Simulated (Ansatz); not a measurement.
**How BeS (F-43m) expands on warming**

How much does BeS expand with temperature?

Measurements to reproduce:
- heat capacity C_P per formula unit 34.2 J/mol/K and bulk modulus 105 GPa near room temperature (given in “High-Throughput Prediction of Finite-Temperature Properties using the Quasi-Harmonic Approximation”, 2016, arXiv:1603.06924)

Calculated with Ansatz 0.2.0; DFT LDA, scalar-relativistic, plane waves, PAW.

The database entry behind the starting cell differs from later determinations by our own check (0.1 to 0.3 % short, probably kX units), so it need not match the best structure at ambient conditions.

### Step 1. Set-up

It takes space group F-43m (No. 216, cubic). Conventional cell: a = 4.850 Å, b = 4.850 Å, c = 4.850 Å, α = 90.00°, β = 90.00°, γ = 90.00°. Nearest to Be lie 4 S at 2.10 Å. Nearest to S lie 4 Be at 2.10 Å. Farther neighbours and most contacts between anions are not listed.

### Step 2. A first coarse run

A cheap single point shows whether the cell is a metal or an insulator and how far it is from rest; that sets the k-mesh and the occupations of what follows.

input.yaml reads:

```yaml
crystal:
  lattice:
    - [0.0, 2.425, 2.425]
    - [2.425, 0.0, 2.425]
    - [2.425, 2.425, 0.0]
  atoms:
    - { symbol: Be, position: [0.0, 0.0, 0.0] }
    - { symbol: S, position: [0.25, 0.25, 0.25] }
kpoints:
  mp_grid: { grid: [6, 6, 6] }
hamiltonian:
  xc: lda
scf:
  occupations: { method: gaussian, width: 0.1 }
output:
  forces: true
  stress: true
  eigenvalues: true
```

On the command line:

```sh
$ ansatz run input.yaml --threads 4 --pin off --max-ram 16384MiB --backend cpu --events-out ev --progress --plain --runs-dir out
```

Numbers of over 12 decimals in the logs are rounded to 6 here.

Log:

```text
Engine: ansatz 0.2.0, x86_64-unknown-linux-gnu
Pseudopotentials: kind: paw
Pseudopotential: Be, paw, valence charge 2, recommended cutoff 420 eV (normal), Be.paw.azcp
Pseudopotential: S, paw, valence charge 6, recommended cutoff 420 eV (normal), S.paw.azcp
Functional definition: SPW92
  exchange = slater_x
  correlation = pw_c
Crystal: 2 atoms, lattice volume = 28.521 Å³
Basis set: ecut = 420 eV, 537 PW (Γ)
Bands: 8, of which v1, the nominal top of the filled ones, is band 4 counted from 1 (3 counted from 0)
Symmetry: 24 space group operations
Space group: F-43m (ITA 216), of the structure as read, at distance tolerance 3.1e-5 Å
k-points: 16 of 216 (time reversal used)
Non-local potential: Be, projectors of the file, l = 0: 2, l = 1: 2, l = 2: 1
Non-local potential: S, projectors of the file, l = 0: 2, l = 1: 2, l = 2: 2
PAW form: soft (Blöchl's): semilocal exchange-correlation on the pseudo side does not see the compensation charge
PAW frozen core: Be, regenerated for the run's functional, and the local potential with it (the file was generated under x = pbe(κ = 0.804, μ = 0.219515), c = pbe(β = 0.066725))
PAW frozen core: S, regenerated for the run's functional, and the local potential with it (the file was generated under x = pbe(κ = 0.804, μ = 0.219515), c = pbe(β = 0.066725))
PAW one-centre angular grid: Be, 110 points (default); XC on 64 Gauss nodes
PAW one-centre angular grid: S, 110 points (default); XC on 64 Gauss nodes
Initial density: superposition of atomic densities (neutral atoms: chi_scale 0, normalization atom), corrected by the library's trained network
Initial wavefunctions: pseudopotential atomic-orbital guess
Functional: x = slater, c = lda
SCF iter   1: F=—  HF=-960.007334 eV  |F-HF|=—  |Δ(HF+E_count)|=         —  Δρ=4.47e-3  dr2=3.51e-3  ethr=1.77e-3  ⟨swp⟩=5.1  Hψ=1047  notcnv=0
preconditioner: auto → none  [insulator: Δε(μ)=2.871 eV  Ē_g=12.642 eV  σ=0.100 eV  W_gap=1.00  n_scr=0 (ndim 8)  ℏωp=19.7 eV  f_vac=0.000  D(μ)=0.00/eV (n_scr^D=0)  ε∞_Penn≈3.4]
SCF iter   2: F=—  HF=-960.006538 eV  |F-HF|=—  |Δ(HF+E_count)|=   7.96e-4  Δρ=2.14e-3  dr2=7.37e-4  ethr=4.39e-5  ⟨swp⟩=1.0  Hψ=256  notcnv=0
SCF iter   3: F=—  HF=-960.006380 eV  |F-HF|=—  |Δ(HF+E_count)|=   1.58e-4  Δρ=2.99e-4  dr2=3.30e-5  ethr=9.21e-6  ⟨swp⟩=1.1  Hψ=133  notcnv=0
SCF iter   4: F=—  HF=-960.006369 eV  |F-HF|=—  |Δ(HF+E_count)|=   1.11e-5  Δρ=5.04e-5  dr2=7.39e-7  ethr=4.13e-7  ⟨swp⟩=2.2  Hψ=181  notcnv=0
iter 5 did not close the SCF: its close was put off for the readings that it lacked (scf_convergence_deferred on its scf_iter line)
SCF iter   5: F=-960.006369 eV  HF=-960.006369 eV  |F-HF|=5.68e-8  |Δ(HF+E_count)|=   7.88e-8  Δρ=1.59e-5  dr2=8.92e-8  ethr=9.24e-9  ⟨swp⟩=2.6  Hψ=194  notcnv=0
SCF iter   6: F=-960.006369 eV  HF=-960.006369 eV  |F-HF|=4.40e-9  |Δ(HF+E_count)|=   2.54e-8  Δρ=4.00e-6  dr2=6.13e-9  ethr=1.12e-9  ⟨swp⟩=2.6  Hψ=454  notcnv=0
SCF 1 converged in 6 iterations: F = -960.006369 eV  dr2 = 6.13e-9
  greatest PAW one-centre occupation: 0.837 electrons in one spin orbital (limit 2), on the S atom at site 1 (counted from 0), in its partial waves of l = 0
SCF converged after 6 iterations
Free energy (F): -960.006369 eV
Harris-Foulkes:  -960.006369 eV  (|F-HF|=4.40e-9)
Internal energy: -960.006369 eV  (E = F + TS)
E sigma→0 (E₀):  -960.006369 eV
Fermi energy:    6.614925 eV
--- Per-component energies (eV) ---
  E_band       = 0.001281
  E_kinetic    = 128.637840
  E_local      = -116.953555  (includes V_loc(G=0)·N_el)
  E_nonlocal   = 33.929894
  E_hartree    = 35.332243
  E_xc         = -116.329262
  E_vxc        = -109.199067  (∫ρ·V_xc dr)
  E_paw        = -623.986626  (= ΣΔE_a)
  E_vpaw       = -7.078790  (= ΣTr[D̂ρ^β])
  E_aug_tail   = 0.000001  (compensation charges beyond the density's cutoff)
  E_ewald      = -300.820390
  E_core_change = 0.183485  (= ΣΔE_core)
  E_smearing   = -0.000000  (= −TS)
  E_closure    = 0.000000  (closes the sum)
  Σ components = -960.006369   (vs F -960.006369, Δ=0.00e0)
--- Forces (eV/Å), atoms counted from 1 ---
  atom   1  Be     0.00000000    -0.00000000    -0.00000000
  atom   2  S      0.00000000    -0.00000000    -0.00000000
  max |Σ_I F_I| component: 3.61e-16 eV/Å
--- Stress (GPa, compression-positive) ---
       -3.161836      -0.000000      -0.000000
        0.000000      -3.161836       0.000000
       -0.000000       0.000000      -3.161836
  P = ⅓ Tr σ = -3.1618 GPa (-31.618 kbar)
--- Band table (eV; the first three rows and the last of 16) ---
  k-point 0: bands = ["-8.5027", "5.1667", "5.1667", "5.1667", "10.6828", "10.6828", "10.6828", "10.8232"]
  k-point 1: bands = ["-8.1903", "3.2507", "4.8350", "4.8350", "10.5729", "11.2486", "11.2486", "12.8577"]
  k-point 2: bands = ["-7.4081", "0.5612", "4.3266", "4.3266", "10.5278", "11.6695", "11.6695", "15.3213"]
  k-point 15: bands = ["-6.2877", "0.5509", "1.7096", "1.9171", "10.1260", "11.6791", "14.9908", "15.4771"]
```

Run time: 0.22 s. Hardware: 4 threads of Intel Xeon Platinum 8375C at 2.90GHz (Ice Lake), shared host; peak memory 0.32 GiB.

In the SCF lines HF is the Harris–Foulkes energy and dr2 the Hartree energy of the density residual, in eV; the loop may stop once dr2 is under the threshold and the program's other checks hold. Hψ counts applications of the Hamiltonian.

A gap read on the k-mesh alone can miss the band edges.

Numbers from this step:

- pressure: -3.162 GPa
- gap on the k-mesh: 2.896 eV
- volume per atom: 14.26 Å³

The start is under -3.2 GPa at this level and looks like an insulator or semiconductor on this mesh.

### Step 3. Finding the static equilibrium

Phonons are second derivatives about a minimum, so cell and atoms are relaxed first, inside the symmetry of the start.

input.yaml, the sections that differ from step 2:

```yaml
kpoints:
  mp_grid: { grid: [8, 8, 8] }
scf:
  occupations: { method: gaussian, width: 0.02 }
relax:
  adjacent_minimum: "off"
  f_tol: 0.005
  max_steps: 80
  cell: { stress_tol: 0.05 }
# crystal, hamiltonian, output: as in step 2
```

Log:

```text
[...]
Crystal: 2 atoms, lattice volume = 28.521 Å³
Basis set: ecut = 420 eV, 537 PW (Γ)
Bands: 8, of which v1, the nominal top of the filled ones, is band 4 counted from 1 (3 counted from 0)
Symmetry: 24 space group operations
[...]
k-points: 29 of 512 (time reversal used)
[...]
SCF iter   1: F=—  HF=-960.010334 eV  |F-HF|=—  |Δ(HF+E_count)|=         —  Δρ=4.52e-3  dr2=3.64e-3  ethr=1.77e-3  ⟨swp⟩=5.6  Hψ=1935  notcnv=0
[...]
SCF iter   6: F=-960.009289 eV  HF=-960.009289 eV  |F-HF|=6.12e-9  |Δ(HF+E_count)|=   1.69e-8  Δρ=4.45e-6  dr2=8.15e-9  ethr=8.21e-10  ⟨swp⟩=2.9  Hψ=812  notcnv=0
SCF 1 converged in 6 iterations: F = -960.009289 eV  dr2 = 8.15e-9
[...]
relax step   1: F+E_penalty+E_count = -960.00928947 eV  Δ(F+E_penalty+E_count) = +0.000e0 eV  max|allowed force component| = 1.492e-16 eV/Å  Δτ_max = 0.0000 Å  P = -3.201 GPa  Ω = 28.521 Å³  (6 SCF iters, dr2 threshold 1.00e-7 eV, accepted)
Crystal: 2 atoms, lattice volume = 27.976 Å³
[...]
iter 1 solved again at ethr=1.28e-5 eV; its pass at ethr=3.10e-3 eV (dr2=1.02e-3 eV) is discarded
[...]
SCF iter   4: F=-960.017209 eV  HF=-960.017209 eV  |F-HF|=7.74e-9  |Δ(HF+E_count)|=   3.31e-7  Δρ=2.85e-5  dr2=1.35e-7  ethr=2.50e-9  ⟨swp⟩=5.7  Hψ=1217  notcnv=0
SCF 2 converged in 4 iterations: F = -960.017209 eV  dr2 = 1.35e-7
relax step   2: F+E_penalty+E_count = -960.01720901 eV  Δ(F+E_penalty+E_count) = -7.920e-3 eV  max|allowed force component| = 5.435e-17 eV/Å  Δτ_max = 0.0000 Å  P = -1.398 GPa  Ω = 27.976 Å³  energy of the carried Pulay correction = +4.439e-5 eV  (4 SCF iters, dr2 threshold 2.00e-7 eV, accepted)
Crystal: 2 atoms, lattice volume = 27.567 Å³
[...]
SCF iter   4: F=-960.018961 eV  HF=-960.018961 eV  |F-HF|=6.72e-9  |Δ(HF+E_count)|=   1.52e-7  Δρ=2.17e-5  dr2=7.89e-8  ethr=2.50e-9  ⟨swp⟩=5.2  Hψ=1197  notcnv=0
SCF 3 converged in 4 iterations: F = -960.018961 eV  dr2 = 7.89e-8
[...]
relax step   3: F+E_penalty+E_count = -960.01896112 eV  Δ(F+E_penalty+E_count) = -1.752e-3 eV  max|allowed force component| = 7.055e-17 eV/Å  Δτ_max = 0.0000 Å  P = +0.068 GPa  Ω = 27.567 Å³  energy of the carried Pulay correction = +7.820e-5 eV  (4 SCF iters, dr2 threshold 2.00e-7 eV, accepted)
[...]
relax step   4: F+E_penalty+E_count = -960.01896339 eV  Δ(F+E_penalty+E_count) = -2.271e-6 eV  max|allowed force component| = 3.469e-17 eV/Å  Δτ_max = 0.0000 Å  P = -0.002 GPa  Ω = 27.586 Å³  energy of the carried Pulay correction = +7.665e-5 eV  (3 SCF iters, dr2 threshold 1.15e-8 eV, accepted)
[...]
SCF iter   1: F=—  HF=-960.018889 eV  |F-HF|=—  |Δ(HF+E_count)|=         —  Δρ=2.08e-5  dr2=1.48e-8  ethr=7.82e-7  ⟨swp⟩=2.4  Hψ=2558  notcnv=0
eigensolver tolerance schedule: the retry pair's looser diagonalisation over-reported the residual by 4214.77 of it (diagonalisation noise at an unbounded share of the residual, at the tolerance the schedule requests for it); recorded, not acted on — ethr = c·dr2/N_el stays at c = 1.0e-1
[...]
SCF iter   2: F=—  HF=-960.018890 eV  |F-HF|=—  |Δ(HF+E_count)|=   1.93e-7  Δρ=1.07e-5  dr2=3.31e-9  ethr=1.86e-10  ⟨swp⟩=2.4  Hψ=358  notcnv=0
[...]
SCF iter   4: F=-960.018890 eV  HF=-960.018890 eV  |F-HF|=6.82e-12  |Δ(HF+E_count)|=  1.14e-10  Δρ=1.95e-7  dr2=1.04e-11  ethr=1.00e-12  ⟨swp⟩=4.0  Hψ=1011  notcnv=0
SCF 5 converged in 4 iterations: F = -960.018890 eV  dr2 = 1.04e-11
relax step   5: F+E_penalty+E_count = -960.01888968 eV  Δ(F+E_penalty+E_count) = +7.371e-5 eV  max|allowed force component| = 7.748e-17 eV/Å  Δτ_max = 0.0000 Å  P = -0.003 GPa  Ω = 27.586 Å³  stress off target by 3.35e-3 GPa  SCF on the basis re-selected at this cell (its energy is not comparable with the rows above)  (4 SCF iters)
basis re-selected at this cell: Δ(F+E_penalty+E_count) = +7.371e-5 eV, ΔP = -0.002 GPa vs the last step (what re-selecting the basis moved, of the pressure what is left beyond the Pulay correction that the steps carried, after the strain that the cell walked since its last selection, with what the two solves' SCF thresholds leave and, on support functions, any second-order correction that the steps lacked; it is no m [...]
SCF converged after 4 iterations
Free energy (F): -960.018890 eV
[...]
Internal energy: -960.018890 eV  (E = F + TS)
E sigma→0 (E₀):  -960.018890 eV
Fermi energy:    6.966589 eV
[...]
--- Stress (GPa, compression-positive) ---
       -0.003350      -0.000000      -0.000000
       -0.000000      -0.003350       0.000000
       -0.000000       0.000000      -0.003350
  P = ⅓ Tr σ = -0.0034 GPa (-0.034 kbar)
--- Band table (eV; the first three rows and the last of 29) ---
[...]
--- Relaxed structure (4 steps of the walk, 4 accepted, 1 SCFs on fresh bases) ---
  F+E_penalty+E_count = -960.01888968 eV   max|allowed force component| = 7.748e-17 eV/Å   (the final SCF, on the basis selected at the relaxed cell)
  cell:  # Å, volume = 27.5859 Å³
    - [0, 2.398201, 2.398201]
    - [2.398201, 0, 2.398201]
    - [2.398201, 2.398201, 0]
  atoms:
    - { symbol: Be, position: [0, 0, 0] }
    - { symbol: S, position: [0.25, 0.25, 0.25] }
```

Wall time 1.2 s (4 threads); peak memory 0.36 GiB.

The steps of the relaxation:

| step | energy less that of the first step (eV) | largest force component (eV/Å) | pressure (GPa) | volume (Å³) |
| --- | --- | --- | --- | --- |
| 1 | 0.0000 | 0.0000 | -3.20 | 28.52 |
| 2 | -0.0079 | 0.0000 | -1.40 | 27.98 |
| 3 | -0.0097 | 0.0000 | 0.07 | 27.57 |
| 4 | -0.0097 | 0.0000 | 0.00 | 27.59 |
| 5* | -0.0096 | 0.0000 | 0.00 | 27.59 |

Relaxation steps marked * repeat the geometry before them on a plane-wave basis chosen anew for their cell, so energy and pressure can jump there.

The run keeps the 24 symmetry operations that it works with, so distortions that break them were not tested.

| conventional cell, symmetrised | before | after | change |
| --- | --- | --- | --- |
| a (Å) | 4.850 | 4.796 | -1.1 % |
| b (Å) | 4.850 | 4.796 | -1.1 % |
| c (Å) | 4.850 | 4.796 | -1.1 % |
| volume (Å³/atom) | 14.26 | 13.79 | -3.3 % |

Final coordinates:

```xyz
2
Lattice="0.0000 2.3982 2.3982 2.3982 0.0000 2.3982 2.3982 2.3982 0.0000" Properties=species:S:1:pos:R:3 pbc="T T T"
Be    0.0000    0.0000    0.0000
S     1.1991    1.1991    1.1991
```

This step gave:

- pressure: -0.003350 GPa
- gap on the k-mesh: 2.825 eV
- volume per atom: 13.79 Å³

The relaxation ends with a pressure of 0.00 GPa.

### Step 4. Relaxing to small residual forces and stress

The relaxation is repeated with tighter thresholds on force and stress, since phonons are sensitive to what is left; a change of mesh or smearing in the input moves the cell too.

input.yaml, the sections that differ from step 3:

```yaml
crystal:
  lattice:
    - [0.0, 2.3982014681, 2.3982014681]
    - [2.3982014681, 0.0, 2.3982014681]
    - [2.3982014681, 2.3982014681, 0.0]
  atoms:
    - { symbol: Be, position: [0.0, 0.0, 0.0] }
    - { symbol: S, position: [0.25, 0.25, 0.25] }
scf:
  occupations: { method: fixed }
relax:
  adjacent_minimum: "off"
  f_tol: 0.001
  max_steps: 60
  cell: { stress_tol: 0.01 }
# kpoints, hamiltonian, output: as in step 3
```

Log:

```text
[...]
Crystal: 2 atoms, lattice volume = 27.586 Å³
Basis set: ecut = 420 eV, 537 PW (Γ)
Bands: 8, of which v1, the nominal top of the filled ones, is band 4 counted from 1 (3 counted from 0)
Symmetry: 24 space group operations
[...]
k-points: 29 of 512 (time reversal used)
[...]
P = ⅓ Tr σ = -0.0033 GPa (-0.033 kbar)
--- Band table (eV; the first three rows and the last of 29) ---
[...]
--- Relaxed structure (1 steps of the walk, 1 accepted, 1 SCFs on fresh bases) ---
[...]
cell:  # Å, volume = 27.5859 Å³
    - [0.0, 2.3982014681, 2.3982014681]
    - [2.3982014681, 0.0, 2.3982014681]
    - [2.3982014681, 2.3982014681, 0.0]
  atoms:
    - { symbol: Be, position: [0.0, 0.0, 0.0] }
    - { symbol: S, position: [0.25, 0.25, 0.25] }
[key lines of the parts left out:]
SCF converged after 5 iterations
Free energy (F): -960.018890 eV
Fermi energy:    5.554331 eV
```

Run time: 0.51 s. Hardware: 4 threads; peak memory 0.35 GiB; 1.5 s of CPU time.

Little changed from the start: no atom moved by 0.005 Å and no cell edge by 0.1 %.

Numbers from this step:

```yaml
pressure: -0.003347 GPa
```

The residual pressure is -0.0033 GPa, small enough for phonons.

(Continued in part 2 of 3.)

[Logs are printed without paths, hosts, clocks, repeated set-up lines and the standing remarks that a program may print on its own settings, such as how far it seeks lower states.]

[Hosts, paths, dates, database ids (printed as entryN), source tags and the programs' standing remarks are cut or masked in the printed files.]

[A step with changed settings may run another functional than the one named; its input shows which.]
